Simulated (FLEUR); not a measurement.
**V and the effect of the volume of the cell**

```yaml
crystal:
  lattice:
    - [-1.51435, 1.51435, 1.51435]
    - [1.51435, -1.51435, 1.51435]
    - [1.51435, 1.51435, -1.51435]
  atoms:
    - { symbol: V, position: [0.00000, 0.00000, 0.00000] }
```

Kept alike: task single point; functional PBEsol; k mesh 12 × 12 × 12; occupations fermi-dirac, width 0.05 eV; collinear spin, ferromagnetic start. Program: FLEUR, all-electron, FLAPW. The mesh is that of the run's cell of 1 atom. No spin-orbit coupling.

| volume of cell, f (times the cell shown) | free energy over the lowest row (meV/atom) |
| --- | --- |
| 0.8 | 191.08 |
| 0.85 | 64.44 |
| 0.9 | 6.10 |
| 0.95 | 0.00 |
| 1 | 34.94 |
| 1.05 | 102.11 |
| 1.1 | 194.05 |

The cell shown is the unstrained one; x, y and z are its Cartesian axes; atoms keep their fractions. For a metal such a mesh leaves the last digits unconverged. The moments vanished: the runs ended non-magnetic.

Question: What does the volume of the cell change here?

Answer: The free energy is lowest at 0.95, and 194.05 meV an atom higher at 1.1.
